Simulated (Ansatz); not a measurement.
# SrO: how the settings move a single-point run

How sensitive is a single-point run of SrO to its settings? A reference run comes first, then five runs with altered input. The cell is built on a prototype (zincblende) and needn't be the phase found in nature.

Computed with Ansatz 0.2.0 (reference: DFT, HSE06, plane waves, PAW, unless a step's input says otherwise).

3 further runs of the same task are left out: 1 for a known fault of the program, 2 that didn't finish.

**1. The starting structure**

It takes space group F-43m (No. 216, cubic). Conventional cell: a = 5.585 Å, b = 5.585 Å, c = 5.585 Å, α = 90.00°, β = 90.00°, γ = 90.00°. Sr (site symmetry -43m) has 4 O at 2.42 Å as nearest neighbours. O (site symmetry -43m) is surrounded by 4 Sr at 2.42 Å.

Coordinates:

```xyz
2
Lattice="0.0000 2.7923 2.7923 2.7923 0.0000 2.7923 2.7923 2.7923 0.0000" Properties=species:S:1:pos:R:3 pbc="T T T"
Sr    0.0000    0.0000    0.0000
O     1.3961    1.3961    1.3961
```

**2. Baseline**

File input.yaml:

```yaml
crystal:
  lattice:
    - [0.0, 2.7922805108, 2.7922805108]
    - [2.7922805108, 0.0, 2.7922805108]
    - [2.7922805108, 2.7922805108, 0.0]
  atoms:
    - { symbol: Sr, position: [0.0, 0.0, 0.0] }
    - { symbol: O, position: [0.25, 0.25, 0.25] }
kpoints:
  mp_grid: { grid: [4, 4, 4] }
hamiltonian:
  xc: hse06
scf:
  occupations: { method: fixed }
  n_extra_bands: 4
output:
  forces: true
  stress: true
  eigenvalues: true
```

The run is started by

```bash
$ ansatz run input.yaml --threads 4 --pin off --max-ram 3686MiB --backend cpu --events-out ev --progress --plain --runs-dir out
```

**3. Changed: exchange pbe, correlation pbe, coeff 0.15, omega 0.5**

Edit input.yaml of step 2 so:

```diff
@@ -11,3 +11,3 @@
 hamiltonian:
-  xc: hse06
+  xc: { exchange: pbe, correlation: pbe, exx: { coeff: 0.15, omega: 0.5 } }
 scf:
```

**4. Changing settings: exchange pbe, correlation pbe, coeff 0.5, omega 0.3**

Edit input.yaml of step 2 so:

```diff
@@ -11,3 +11,3 @@
 hamiltonian:
-  xc: hse06
+  xc: { exchange: pbe, correlation: pbe, exx: { coeff: 0.5, omega: 0.3 } }
 scf:
```

**5. Changed: exchange pbe, correlation pbe, coeff 0.5**

Edit input.yaml of step 2 so:

```diff
@@ -11,3 +11,3 @@
 hamiltonian:
-  xc: hse06
+  xc: { exchange: pbe, correlation: pbe, exx: { coeff: 0.5 } }
 scf:
```

**6. Variant: exchange pbe, correlation pbe, coeff 0.3, omega 0.2078**

Edit input.yaml of step 2 so:

```diff
@@ -11,3 +11,6 @@
 hamiltonian:
-  xc: hse06
+  xc:
+    exchange: pbe
+    correlation: pbe
+    exx: { coeff: 0.3, omega: 0.2078 }
 scf:
```

**7. Changing settings: occupations.method methfessel_paxton, occupations.width 0.5**

Edit input.yaml of step 2 so:

```diff
@@ -13,3 +13,3 @@
 scf:
-  occupations: { method: fixed }
+  occupations: { method: methfessel_paxton, width: 0.5 }
   n_extra_bands: 4
```

**Question.** What will these runs give? Wanted: for each run, ending; energy change; pressure; gap; force.

As calculated:

```
                                                           run     ending       energy change  pressure (GPa)  gap (eV)  force (eV/Å)  cycles  time
                                                     reference  converged                   0            -0.4      3.85          0.00      13  11 s
       1: exchange pbe, correlation pbe, coeff 0.15, omega 0.5  converged      not comparable             0.2      2.96          0.00      11  10 s
        2: exchange pbe, correlation pbe, coeff 0.5, omega 0.3  converged      not comparable            -1.6      4.80          0.00      17  11 s
                   3: exchange pbe, correlation pbe, coeff 0.5  converged      not comparable            -1.6      6.74          0.00      18  11 s
     4: exchange pbe, correlation pbe, coeff 0.3, omega 0.2078  converged      not comparable            -0.6      4.13          0.00      13  11 s
5: occupations.method methfessel_paxton, occupations.width 0.5  converged  0.0 meV/atom (σ→0)            -0.4      3.85          0.00      13  10 s
```

Residual by cycle in the longest SCF loop of each run; runs are numbered as in the table. The quantity is the density residual dr2, in eV.

```
cycle  reference   run 1    run 2    run 3    run 4    run 5
    1      0.051   0.017    0.133    0.104   0.0662   0.0513
    2     0.0265  0.0119   0.0485   0.0279   0.0309   0.0264
    3    0.00224  6.3e-4   0.0098   0.0091  0.00333  0.00221
    4     6.7e-4  5.1e-5  0.00398  0.00295  0.00113   6.0e-4
    5     8.5e-6  7.7e-7   1.5e-4  0.00322   2.0e-5   8.8e-6
    6     1.4e-6  2.0e-7   3.0e-5   6.8e-4   3.1e-6   2.1e-6
    7          -       -        -   7.6e-5        -        -
    8          -       -        -   5.2e-6        -        -
```

**Reading.** «occupations.method methfessel_paxton, occupations.width 0.5» leaves the energy as it was.
